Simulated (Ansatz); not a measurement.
Input and command of a plane-wave DFT calculation in Ansatz:

```yaml
crystal:
  lattice:
    - [2.7823862914, -8.5931293652, 0.0]
    - [1.3911931457, 4.2965646826, 0.0]
    - [0.0, 0.0, 6.4038576163]
  atoms:
    - { symbol: Ga, position: [0.4337586092, 0.1324827816, 0.125] }
    - { symbol: Ga, position: [0.4337586092, 0.1324827816, 0.625] }
    - { symbol: Ga, position: [0.9337586092, 0.1324827816, 0.125] }
    - { symbol: Ga, position: [0.9337586092, 0.1324827816, 0.625] }
    - { symbol: Ga, position: [0.0662413908, 0.8675172184, 0.375] }
    - { symbol: Ga, position: [0.0662413908, 0.8675172184, 0.875] }
    - { symbol: Ga, position: [0.5662413908, 0.8675172184, 0.375] }
    - { symbol: Ga, position: [0.5662413908, 0.8675172184, 0.875] }
    - { symbol: H, position: [0.25, 0.5, 0.0] }
basis:
  ecutwfc: 420
kpoints:
  mp_grid: { grid: [4, 8, 4] }
hamiltonian:
  xc: pbe
scf:
  occupations: { method: gaussian, width: 0.1 }
output:
  forces: true
  stress: true
  eigenvalues: true
relax:
  adjacent_minimum: "off"
  f_tol: 0.0325
  max_steps: 70
  cell: { stress_tol: 0.24 }
```

```bash
ansatz run input.yaml --threads 2 --pin off --max-ram 5120MiB --backend cpu --events-out ev --progress --plain --runs-dir out
```

Processor: Intel(R) Xeon(R) 6975P-C (Granite Rapids), 2 threads, on a host shared with other jobs.

Estimate time, memory and problem size.

About 96 s on 2 threads of Intel(R) Xeon(R) 6975P-C (Granite Rapids), with other jobs on the host, peak memory 0.87 GiB. It solves 63 bands at 68 k points (the mesh reduced by the symmetry that the task leaves, which can be less than the crystal's) with about 3123 plane waves (on the last cell), in 60 SCF iterations over 9 ionic steps.
